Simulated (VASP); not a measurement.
**VASP 6.6.1 run: CaSe**

INCAR

```
LCHARG = .FALSE.
EDIFF = 1E-7
ENCUT = 500
LWAVE = .FALSE.
PREC = Accurate
NSW = 0
GGA = PE
IMIX = 1
NBANDS = 15
LREAL = .FALSE.
ISMEAR = 0
ISIF = 2
LASPH = .TRUE.
IBRION = -1
AMIX = 0.2
SIGMA = 0.01
NELM = 120
```

KPOINTS

```
KPOINTS created by Atomic Simulation Environment
0
Gamma
8 8 8
0 0 0
```

POSCAR

```
Ca Se
 1.0000000000000000
     0.0000000000000000    3.0565611637000001    2.9378032961999998
     3.0565611637000001    0.0000000000000000    2.9378032961999998
     3.0565611637000001    3.0565611637000001    0.0000000000000000
 Ca  Se
   1   1
Cartesian
  0.0000000000000000  0.0000000000000000  0.0000000000000000
  3.0565611636999996  3.0565611636999996  2.9378032961999994
```

The recommended PBE PAW datasets give the neutral cell 16 valence electrons.

Command

```
mpirun -np 1 vasp_std
```

OSZICAR

```
N       E                     dE             d eps       ncg     rms          rms(c)
DAV:   1     0.105209122915E+03    0.10521E+03   -0.71206E+03  1770   0.937E+02
DAV:   2    -0.504294167676E+01   -0.11025E+03   -0.10484E+03  2232   0.237E+02
DAV:   3    -0.939273737943E+01   -0.43498E+01   -0.43131E+01  2393   0.455E+01
DAV:   4    -0.961798612764E+01   -0.22525E+00   -0.22515E+00  2458   0.849E+00
DAV:   5    -0.961961344379E+01   -0.16273E-02   -0.16273E-02  2370   0.765E-01    0.428E+00
DAV:   6    -0.952120730095E+01    0.98406E-01   -0.53788E-02  2092   0.120E+00    0.338E+00
DAV:   7    -0.948109529366E+01    0.40112E-01   -0.30409E-02  2196   0.926E-01    0.270E+00
DAV:   8    -0.946570317935E+01    0.15392E-01   -0.11585E-02  2282   0.619E-01    0.217E+00
DAV:   9    -0.946027886126E+01    0.54243E-02   -0.54155E-03  2318   0.455E-01    0.174E+00
DAV:  10    -0.945889180640E+01    0.13871E-02   -0.26240E-03  2361   0.340E-01    0.140E+00
...
DAV:  35    -0.946370512477E+01   -0.12027E-05   -0.15122E-07  2035   0.242E-03    0.611E-03
DAV:  36    -0.946370597993E+01   -0.85516E-06   -0.10782E-07  1945   0.203E-03    0.505E-03
DAV:  37    -0.946370658583E+01   -0.60590E-06   -0.74706E-08  1448   0.172E-03    0.419E-03
DAV:  38    -0.946370701325E+01   -0.42742E-06   -0.59458E-08  1438   0.162E-03    0.348E-03
DAV:  39    -0.946370731429E+01   -0.30105E-06   -0.41315E-08  1242   0.135E-03    0.290E-03
DAV:  40    -0.946370752523E+01   -0.21094E-06   -0.30199E-08  1186   0.114E-03    0.241E-03
DAV:  41    -0.946370767249E+01   -0.14725E-06   -0.21472E-08  1053   0.963E-04    0.201E-03
DAV:  42    -0.946370777446E+01   -0.10197E-06   -0.15835E-08   976   0.819E-04    0.168E-03
DAV:  43    -0.946370784467E+01   -0.70207E-07   -0.11272E-08   983   0.691E-04
   1 F= -.94637078E+01 E0= -.94637078E+01  d E =-.329480E-21
```

From OUTCAR

```
k-points           NKPTS =     59   k-points in BZ     NKDIM =     59   number of bands    NBANDS=     15

   NELECT =      16.0000    total number of electrons

   dimension x,y,z NGX =    32 NGY =   32 NGZ =   32
   dimension x,y,z NGXF=    64 NGYF=   64 NGZF=   64

  energy-cutoff  :      500.00
  volume of cell :       54.89
      direct lattice vectors                 reciprocal lattice vectors
     0.000000000  3.056561164  2.937803296    -0.163582527  0.163582527  0.170195193
     3.056561164  0.000000000  2.937803296     0.163582527 -0.163582527  0.170195193
     3.056561164  3.056561164  0.000000000     0.163582527  0.163582527 -0.170195193

 k-points in reciprocal lattice and weights: KPOINTS created by Atomic Simulation Env
   0.00000000  0.00000000  0.00000000       0.002
   0.12500000  0.00000000  0.00000000       0.016
   0.25000000  0.00000000  0.00000000       0.016
   0.37500000  0.00000000  0.00000000       0.016
   0.50000000  0.00000000  0.00000000       0.008
   0.12500000  0.12500000  0.00000000       0.004
   0.25000000  0.12500000  0.00000000       0.016
   0.37500000  0.12500000  0.00000000       0.016
   ...

 E-fermi :   2.1132

 k-point     1 :       0.0000    0.0000    0.0000
  band No.  band energies     occupation
      1     -37.8760      2.00000
      2     -18.8648      2.00000
      3     -18.8648      2.00000
      4     -18.8513      2.00000
      5      -9.5555      2.00000
      6       2.0505      2.00000
      7       2.0505      2.00000
      8       2.0509      2.00000
      9       5.0395      0.00000
     10       5.6918      0.00000
     11       5.6918      0.00000
     12       5.9318      0.00000
     13       6.2181      0.00000
     14       6.4025      0.00000
     15      11.6870      0.00000

 k-point     2 :       0.1250    0.0000    0.0000
  band No.  band energies     occupation
      1     -37.8753      2.00000
      2     -18.8749      2.00000
      3     -18.8661      2.00000
      4     -18.8547      2.00000
      5      -9.4755      2.00000
      6       1.3250      2.00000
      7       1.8353      2.00000
      8       1.8398      2.00000
      9       5.5083      0.00000
     10       5.9012      0.00000
     11       5.9924      0.00000
     12       6.1641      0.00000
     13       6.5755      0.00000
     14       6.8048      0.00000
     15      11.7512      0.00000

 k-point     3 :       0.2500    0.0000    0.0000
  band No.  band energies     occupation
      1     -37.8735      2.00000
      2     -18.9042      2.00000
      3     -18.8693      2.00000
      4     -18.8575      2.00000
      5      -9.2729      2.00000
      6       0.1682      2.00000
      7       1.4172      2.00000
      8       1.4255      2.00000
      9       5.7115      0.00000
     10       6.4028      0.00000
     11       6.4827      0.00000
     12       7.3231      0.00000
     13       7.4645      0.00000
     14       7.8055      0.00000
     15      11.1112      0.00000

 ...

  Total       -0.8098692     -0.8098692      0.2361410      0.0000000      0.0000000      0.0000000
  in kB      -23.6377736    -23.6377736      6.8922827      0.0000000      0.0000000      0.0000000
  external PRESSURE =     -13.4610882 kB  Pullay stress =       0.0000000 kB

 POSITION                                       TOTAL-FORCE (eV/Angst)
 -----------------------------------------------------------------------------------
      0.00000      0.00000      0.00000         0.000000      0.000000     -0.000000
      3.05656      3.05656      2.93780         0.000000      0.000000      0.000000
 -----------------------------------------------------------------------------------
    total drift:                                0.000000     -0.000000     -0.000000

  FREE ENERGIE OF THE ION-ELECTRON SYSTEM (eV)
  ---------------------------------------------------
  free  energy   TOTEN  =        -9.4637078447 eV

  energy  without entropy=       -9.4637078447  energy(sigma->0) =       -9.46370784
```

It converged. Results: gap between bands v and c on the k mesh 2.14 eV; least direct gap on the k mesh 2.95 eV; pressure -1.3 GPa. Band v is the last that the valence electrons fill when counted band by band, and c is the next.

For comparison, a separate PBE run of the intended cell, on usual settings and not on those above, gives a gap of 2.14 eV on its mesh and a pressure of -1.3 GPa.

The run above took about 2.4 min on one core of a shared host (Intel Xeon Platinum 8488C) and held 0.2 GiB at most.
